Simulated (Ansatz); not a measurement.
## Sn: how the free axis answers a strain

Sn, Fd-3m, a = 6.565 Å. Ansatz: r2SCAN, PAW, 500 eV, Γ-centred 12×12×8 mesh on 4 atoms, Gaussian smearing 0.10 eV; no spin polarisation. Series: biaxial strain in the a-b plane, c and atoms relaxed; x is the strain in per cent. The axes a, b, c are those of the computed cell (4.642, 4.642, 6.565 Å), along [1 1 0], [-1 1 0], [0 0 1] of the cell named above. y is the change of c in per cent of 6.565 Å.

| x (%) | y (%) |
| --- | --- |
| -3.0 | 2.83 |
| -2.0 | 1.90 |
| -1.0 | 0.97 |
| 0.0 | 0.00 |
| 1.0 | -0.88 |
| 2.0 | -1.82 |
| 3.0 | ? |

Q: Fit y = c1 x + c2 x² to the other rows, say what c1 measures, and predict the missing y.

A: Least squares on the rows shown. y = −0.9244 x + 0.008008 x². With no stress along c, c1 = −2C12/C11 = -0.924. At x = 3.0 the fit asked for gives -2.70 %. The run gave -2.77 %, so the fit is 0.07 % too high, 1.2 % of the span of the series, against an rms of 0.03 % on the fitted rows. The row lies outside the fitted range. With a term in x³ added, a fit to the same known rows predicts -2.64 %, further off still.